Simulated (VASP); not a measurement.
A run of VASP 6.6.1 is set up as follows.

Contents of INCAR:

```
  PREC = Accurate
  ENCUT = 520
  EDIFF = 1E-6
  ISMEAR = -1
  SIGMA = 0.05
  LREAL = F
  LASPH = T
  NELM = 100
  ALGO = Normal
  ISIF = 2
  LWAVE = F
  LCHARG = F
  GGA = PS
  NBANDS = 16
```

KPOINTS

```
regular mesh
0
Gamma
  6 6 6
```

Contents of POSCAR:

```
InAs
1.0
    0.0000000000      3.0180000000      3.0180000000
    3.0180000000      0.0000000000      3.0180000000
    3.0180000000      3.0180000000      0.0000000000
In As
1 1
Direct
    0.0000000000      0.0000000000      0.0000000000
    0.7500000000      0.7500000000      0.7500000000
```

Potentials or basis: VASP PAW PBE potentials, release 64 (In_d, As).

The run is started by

```sh
$ cat potpaw_PBE.64/In_d/POTCAR potpaw_PBE.64/As/POTCAR > POTCAR
$ mpirun -np 1 vasp_std > vasp.out
```

**Question.** Predict the pressure.

**Answer.** 1.7 GPa.

**Question.** What does it give for the band gap on the k mesh?

**Answer.** Zero (filled and empty bands touch).

Caveat: the PAW data sets were made with another functional, which shifts forces and pressure a little; spin-orbit coupling is left out, which moves the levels of the heavy elements.

**The experiment to reproduce.**

From a printed reference work, data compilation, for a bulk crystal of InAs at 4.2 K: band gap 0.418 eV (direct).

A measured gap of InAs is 0.418 eV (direct; 4.2 K; a printed reference work, data compilation); the calculated 0.00 eV misses it by -0.42 eV. Spin-orbit coupling on As, In is left out. The value is that of PBEsol on a finite k mesh, which can miss the band edges, without temperature or zero-point motion. Semilocal functionals fall short of measured gaps as a rule.
